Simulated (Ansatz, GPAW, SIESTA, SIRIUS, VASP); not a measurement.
## TiAl3: 6 runs at one level of theory

```
CELL_PARAMETERS angstrom
-1.91111 1.91111 4.28067
1.91111 -1.91111 4.28067
1.91111 1.91111 -4.28067
ATOMIC_POSITIONS crystal
Ti 0.00000 0.00000 0.00000
Al 0.25000 0.75000 0.50000
Al 0.75000 0.25000 0.50000
Al 0.50000 0.50000 0.00000
```

The cell comes from a database or a generator and needn't be the stable form of this composition.

Alike in all runs: task single point; functional PBEsol; k mesh 10 × 10 × 10; occupations fermi-dirac, width 0.05 eV; no spin polarisation; no spin-orbit coupling. Pressure is positive in compression and, in plane waves, holds the error of the finite cutoff, which Ansatz's Pulay term estimates and takes out.

| program and potentials | plane-wave cutoff (eV) | notes | band gap (eV) | pressure (GPa) |
| --- | --- | --- | --- | --- |
| Ansatz, Ansatz PAW | 420 | potentials made for PBE, which Ansatz adapts in part; Pulay term of +0.05 GPa included | no gap | -0.49 |
| SIESTA, files PseudoDojo sr-pbesol-0.4.1-standard, DZP (energy shift 0.003 Ry; two zetas on semicore shells) | - | atomic basis | no gap | -0.06 |
| SIRIUS, PseudoDojo 0.4.1 PBEsol standard (scalar relativistic) | 1152 | - | no gap | -0.59 |
| GPAW, PAW data sets generated for this functional | 600 | - | no gap | -0.37 |
| Ansatz, all-electron LAPW, scalar-relativistic | - | - | no gap | -0.53 |
| VASP, PBE PAW files Al, Ti_sv, 520 eV | 520 | potentials made for PBE | ? | ? |

Estimate from the other rows what the run with VASP, PBE PAW files Al, Ti_sv, 520 eV gave.

No band gap; pressure -0.39 GPa. The other rows, which needn't bracket it: pressure -0.59 to -0.06.
